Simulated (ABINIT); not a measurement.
Si2Mo:

```xyz
3
Lattice="-1.6000 1.6000 3.9305 1.6000 -1.6000 3.9305 1.6000 1.6000 -3.9305" Properties=species:S:1:pos:R:3 pbc="T T T"
Mo    0.0000    0.0000    0.0000
Si    0.0000    0.0000    5.2433
Si    0.0000    0.0000    2.6177
```

Base run:

| Property | Result |
| --- | --- |
| Program | ABINIT 10.8.3 (patched build) |
| Functional | PBEsol |
| Potentials or basis | JTH PAW PBE v2.0 |
| Cutoff | 408 eV |
| k mesh | 12 × 12 × 12 |
| Occupations | fermi-dirac, width 0.05 eV |
| Spin | no spin polarisation |

Its results: band gap on the k mesh none (metal or under the smearing width); pressure -2.4 GPa; largest force 0.318 eV/Å.

**Question.** The run is repeated on the same cell with these changes: functional from PBEsol to SOGGA. What comes out?

**Answer.** Band gap on the k mesh none (metal or under the smearing width); pressure -4.4 GPa; largest force 0.300 eV/Å.

Caveats: the PAW data sets were made with another functional, which shifts forces and pressure a little.
